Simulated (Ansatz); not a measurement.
Zinc-blende AlSb, relaxed in Ansatz (plane waves) with several semilocal functionals. Each gives its own volume and its own zone-centre TO phonon frequency:

| level | V0 (Å³/atom) | TO(Γ) frequency (cm⁻¹) | ln V0 | ln ω_TO |
|---|---|---|---|---|
| LDA | 28.472 | 315.5 | 3.3489 | 5.7542 |
| PBEsol | 29.180 | 311.0 | 3.3735 | 5.7398 |
| PBE | 30.151 | 303.7 | 3.4062 | 5.7160 |

### Question
Fit a straight line to ln ω_TO against ln V0. What does it predict for r²SCAN, whose volume is 29.464 Å³/atom?

### Answer
With x = ln V0 and y = ln ω_TO: means 3.37620 and 5.73667; Σ(Δx Δy) = -0.001107, Σ(Δx²) = 0.001653, so the slope is -0.670. At x = 3.3832 the line gives y = 5.73667 + (-0.670) × (3.3832 − 3.37620) = 5.7320, or 308.6 cm⁻¹. The run with r²SCAN gives 314.1 cm⁻¹, +1.8 % from the line. The rows used scatter about it by up to 0.1 %, while the largest value lies 4 % above the smallest.

Measured: 323 cm⁻¹ (measured, temperature not stated, not corrected to a static lattice; as tabulated in Giannozzi et al., Phys. Rev. B (1991)).

Ansatz's density-functional and Hartree–Fock values are scalar-relativistic unless marked +SOC, with PAW data made under PBE.

Ansatz is an electronic-structure program.
